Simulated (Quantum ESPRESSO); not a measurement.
**Tc: single point with PBE**

Tc:

```xyz
1
Lattice="0.0000 1.9500 1.9500 1.9500 0.0000 1.9500 1.9500 1.9500 0.0000" Properties=species:S:1:pos:R:3 pbc="T T T"
Tc    0.0000    0.0000    0.0000
```

This isn't the form of Tc at room conditions, which is hcp.

- Program: Quantum ESPRESSO 7.5
- Task: single point
- Functional: PBE
- Potentials or basis: PseudoDojo 0.4 SR PBEsol stringent
- Cutoff: 1143 eV
- Density cutoff: 4572 eV
- k mesh: 6 × 6 × 6
- Occupations: fermi-dirac, width 0.05 eV
- Spin: collinear spin, ferromagnetic start
- Starting moments: [0.5] μB

- Pressure: -7.1 GPa
- Band gap on the k mesh: none (metal or under the smearing width)
- Net moment: 0.00 μB per cell
- Absolute moment: 0.00 μB per cell
- Valence electrons inside the program's atomic spheres: Tc 13.04

Levels at points of the mesh, in eV from the Fermi level:
Spin up:
```
             k point  band 5  band 6  band 7  band 8  band 9  band 10
  (0.00, 0.00, 0.00)   -7.29   -1.65   -1.65   -1.65    0.85     0.85
 (0.00, 0.00, -0.50)   -5.28   -1.80   -1.80    1.24    2.79     2.79
(0.00, -0.50, -0.50)   -5.62   -5.03    2.73    3.33    3.33     3.79
```
Spin down:
| k point | band 3 | band 4 | band 5 | band 6 | band 7 | band 8 | band 9 | band 10 | band 11 | band 12 |
| --- | --- | --- | --- | --- | --- | --- | --- | --- | --- | --- |
| (0.00, 0.00, 0.00) | -38.34 | -38.34 | -7.29 | -1.64 | -1.64 | -1.64 | 0.85 | 0.85 | 14.20 | 19.56 |
| (0.00, 0.00, -0.50) | -38.49 | -38.49 | -5.28 | -1.80 | -1.80 | 1.24 | 2.79 | 2.79 | 10.42 | 13.81 |
| (0.00, -0.50, -0.50) | -38.75 | -38.75 | -5.62 | -5.03 | 2.73 | 3.33 | 3.33 | 3.79 | 12.93 | 12.93 |

Run time: 7 s on 2 threads of Arm Neoverse V1, with other jobs on the host, peak memory 0.05 GiB.

Caveat: the k mesh is coarse (spacing up to 0.47 Å⁻¹), so the values aren't converged; the potentials were made for another functional, which shifts forces and pressure.
